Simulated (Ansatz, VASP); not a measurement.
**One calculation of Hf, two programs**

```
Hf
1.0
     3.06269    0.00000    0.00000
     0.00000    3.06269    0.00000
     0.00000    0.00000    3.06269
Hf
1
Direct
  0.00000 0.00000 0.00000
```

Alike in both runs: task single point; functional RPBE; k mesh 12 × 12 × 12; occupations fermi-dirac, width 0.1 eV; no spin polarisation.

```csv
,VASP,Ansatz
version,VASP 6.6.1,Ansatz 0.2.0
potentials or method,"VASP PAW PBE potentials, release 64 (Hf_pv)","plane waves (420 eV) with PAW, scalar-relativistic"
plane-wave cutoff (eV),520,420
valence electrons in the cell,10,26
```

|  | VASP | Ansatz | Ansatz less VASP |
| --- | --- | --- | --- |
| pressure (GPa) | -6.7 | -6.4 | +0.26 |

The two sets of potentials don't hold the same shells in valence.

Caveats: the PAW data sets were made with another functional, which shifts forces and pressure a little (VASP). Spin-orbit coupling is left out, which matters for the levels of Hf.
